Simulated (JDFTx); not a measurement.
A run of JDFTx 1.7.0 (patched build) is set up as follows.

Contents of bands.in:

```
include W.lattice
coords-type Lattice
include W.ionpos

ion-species pseudo/W.upf
elec-cutoff 37
elec-ex-corr lda-PW
elec-smearing Fermi 0.0018374661
elec-n-bands 25
spintype spin-orbit
electronic-minimize nIterations 30 energyDiffThreshold 1e-06
davidson-band-ratio 1.3
forces-output-coords Cartesian
include path.kpoints
symmetries none
fix-electron-density run.$VAR

dump-name bands.$VAR
dump End Ecomponents EigStats BandEigs Kpoints Forces
```

File W.lattice:

```
lattice \
   -2.9901986847     2.9901986847     2.9901986847 \
    2.9901986847    -2.9901986847     2.9901986847 \
    2.9901986847     2.9901986847    -2.9901986847
```

W.ionpos

```
ion W      0.0000000000     0.0000000000     0.0000000000 1
```

The input path.kpoints:

```
kpoint +0.0000000000 +0.0000000000 +0.0000000000 0.020000000000
kpoint +0.0500000000 -0.0500000000 +0.0500000000 0.020000000000
kpoint +0.1000000000 -0.1000000000 +0.1000000000 0.020000000000
kpoint +0.1500000000 -0.1500000000 +0.1500000000 0.020000000000
kpoint +0.2000000000 -0.2000000000 +0.2000000000 0.020000000000
kpoint +0.2500000000 -0.2500000000 +0.2500000000 0.020000000000
kpoint +0.3000000000 -0.3000000000 +0.3000000000 0.020000000000
kpoint +0.3500000000 -0.3500000000 +0.3500000000 0.020000000000
kpoint +0.4000000000 -0.4000000000 +0.4000000000 0.020000000000
kpoint +0.4500000000 -0.4500000000 +0.4500000000 0.020000000000
kpoint +0.5000000000 -0.5000000000 +0.5000000000 0.020000000000
kpoint +0.4285714286 -0.4285714286 +0.5000000000 0.020000000000
kpoint +0.3571428571 -0.3571428571 +0.5000000000 0.020000000000
kpoint +0.2857142857 -0.2857142857 +0.5000000000 0.020000000000
kpoint +0.2142857143 -0.2142857143 +0.5000000000 0.020000000000
kpoint +0.1428571429 -0.1428571429 +0.5000000000 0.020000000000
kpoint +0.0714285714 -0.0714285714 +0.5000000000 0.020000000000
kpoint +0.0000000000 +0.0000000000 +0.5000000000 0.020000000000
kpoint +0.0000000000 +0.0000000000 +0.4285714286 0.020000000000
kpoint +0.0000000000 +0.0000000000 +0.3571428571 0.020000000000
kpoint +0.0000000000 +0.0000000000 +0.2857142857 0.020000000000
kpoint +0.0000000000 +0.0000000000 +0.2142857143 0.020000000000
kpoint +0.0000000000 +0.0000000000 +0.1428571429 0.020000000000
kpoint +0.0000000000 +0.0000000000 +0.0714285714 0.020000000000
kpoint +0.0000000000 +0.0000000000 +0.0000000000 0.020000000000
kpoint +0.0277777778 +0.0277777778 +0.0277777778 0.020000000000
kpoint +0.0555555556 +0.0555555556 +0.0555555556 0.020000000000
kpoint +0.0833333333 +0.0833333333 +0.0833333333 0.020000000000
kpoint +0.1111111111 +0.1111111111 +0.1111111111 0.020000000000
kpoint +0.1388888889 +0.1388888889 +0.1388888889 0.020000000000
kpoint +0.1666666667 +0.1666666667 +0.1666666667 0.020000000000
kpoint +0.1944444444 +0.1944444444 +0.1944444444 0.020000000000
kpoint +0.2222222222 +0.2222222222 +0.2222222222 0.020000000000
kpoint +0.2500000000 +0.2500000000 +0.2500000000 0.020000000000
kpoint +0.2750000000 +0.1750000000 +0.2750000000 0.020000000000
kpoint +0.3000000000 +0.1000000000 +0.3000000000 0.020000000000
kpoint +0.3250000000 +0.0250000000 +0.3250000000 0.020000000000
kpoint +0.3500000000 -0.0500000000 +0.3500000000 0.020000000000
kpoint +0.3750000000 -0.1250000000 +0.3750000000 0.020000000000
kpoint +0.4000000000 -0.2000000000 +0.4000000000 0.020000000000
kpoint +0.4250000000 -0.2750000000 +0.4250000000 0.020000000000
kpoint +0.4500000000 -0.3500000000 +0.4500000000 0.020000000000
kpoint +0.4750000000 -0.4250000000 +0.4750000000 0.020000000000
kpoint +0.5000000000 -0.5000000000 +0.5000000000 0.020000000000
kpoint +0.2500000000 +0.2500000000 +0.2500000000 0.020000000000
kpoint +0.2000000000 +0.2000000000 +0.3000000000 0.020000000000
kpoint +0.1500000000 +0.1500000000 +0.3500000000 0.020000000000
kpoint +0.1000000000 +0.1000000000 +0.4000000000 0.020000000000
kpoint +0.0500000000 +0.0500000000 +0.4500000000 0.020000000000
kpoint +0.0000000000 +0.0000000000 +0.5000000000 0.020000000000
```

Potentials or basis: PseudoDojo-FR-PBE-0.4-standard with smoothed tails.

Command:

```sh
$ jdftx -c 1 -i bands.in -o bands.out
```

Estimate the band gap along the path.

none (metal or under the smearing width).

Levels at the corners of the path, in eV from the Fermi level:
```tsv
point	band 11	band 12	band 13	band 14	band 15	band 16	band 17	band 18
Γ	-1.54	-1.54	-1.54	-1.54	-1.04	-1.04	2.18	2.18
H	-5.95	-5.95	4.88	4.88	4.88	4.88	5.60	5.60
N	-3.69	-3.69	0.66	0.66	2.00	2.00	3.02	3.02
Γ	-1.54	-1.54	-1.54	-1.54	-1.04	-1.04	2.18	2.18
P	-2.83	-2.83	-2.83	-2.83	3.18	3.18	3.18	3.18
H	-5.95	-5.95	4.88	4.88	4.88	4.88	5.60	5.60
P	-2.83	-2.83	-2.83	-2.83	3.18	3.18	3.18	3.18
N	-3.69	-3.69	0.66	0.66	2.00	2.00	3.02	3.02
```
